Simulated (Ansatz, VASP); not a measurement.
# Sb in VASP and in Ansatz

The input INCAR:

```
SYSTEM = Sb
  PREC = Accurate
  ENCUT = 600
  EDIFF = 1E-6
  ISMEAR = -1
  SIGMA = 0.1
  LREAL = .False.
  LASPH = .True.
  NELM = 80
  ALGO = Normal
  ISIF = 3
  LWAVE = .False.
  LCHARG = .False.
  GGA = B5
  ALDAX = 1.0
  AGGAX = 1.0
  AGGAC = 1.0
  ALDAC = 0.0
  IBRION = 2
  NSW = 80
  EDIFFG = -0.01
```

KPOINTS

```
regular mesh
0
Gamma
  11 11 6
  0 0 0
```

POSCAR

```
Sb
1.0
    3.3749600568      0.0000000000      0.0000000000
   -1.6874800284      2.9228011460      0.0000000000
    0.0000000000      0.0000000000      5.5113097728
Sb
2
Direct
    0.3333333333      0.6666666667      0.2500000000
    0.6666666667      0.3333333333      0.7500000000
```

Input for Ansatz:

```yaml
crystal:
  lattice:
    - [3.3749600568, 0.0, 0.0]
    - [-1.6874800284, 2.922801146, 0.0]
    - [0.0, 0.0, 5.5113097728]
  atoms:
    - { symbol: Sb, position: [0.3333333333, 0.6666666667, 0.25] }
    - { symbol: Sb, position: [0.6666666667, 0.3333333333, 0.75] }
hamiltonian:
  xc: blyp
  pseudopotentials:
    kind: paw
    azcp:
      Sb: "pseudopotentials/Sb.paw.azcp"
basis:
  ecutwfc: 420
  fft_grid_basis: typed
kpoints:
  mp_grid: { grid: [11, 11, 6], shift: [0, 0, 0] }
magnetization:
  spin_polarized: false
scf:
  occupations: { method: fermi_dirac, width: 0.1 }
relax:
  max_steps: 60
  f_tol: 0.01
  cell: {}
output:
  write_density: true
  write_potential: true
  elf: true
  volumetric_format: npy
```

The cell was built by a generator and needn't be a form met in nature.

Alike in both runs: task relaxation of cell and atoms; functional BLYP; k mesh 11 × 11 × 6; occupations fermi-dirac, width 0.1 eV; no spin polarisation.

|  | VASP | Ansatz |
| --- | --- | --- |
| version | VASP 6.6.1 | Ansatz 0.2.0 |
| potentials or method | VASP PAW PBE potentials, release 64 (Sb) | plane waves (420 eV) with PAW, scalar-relativistic |
| plane-wave cutoff (eV) | 600 | 420 |
| valence electrons in the cell | 10 | 30 |

VASP gave:

| Quantity | Value |
| --- | --- |
| relaxed volume (Å³/atom) | 30.37 |
| relaxed cell length with the largest relative difference (Å) | 5.821 |
| energy change over the relaxation (meV/atom) | -57 |

**Question.** What did Ansatz give for the same quantities?

**Answer.** Relaxed volume (Å³/atom): 30.27; relaxed cell length with the largest relative difference (Å): 5.811; energy change over the relaxation (meV/atom): -54.

The two sets of potentials don't hold the same shells in valence.

Caveats: the PAW data sets were made with another functional, which shifts forces and pressure a little (VASP). Spin-orbit coupling is left out, which matters for the levels of Sb.
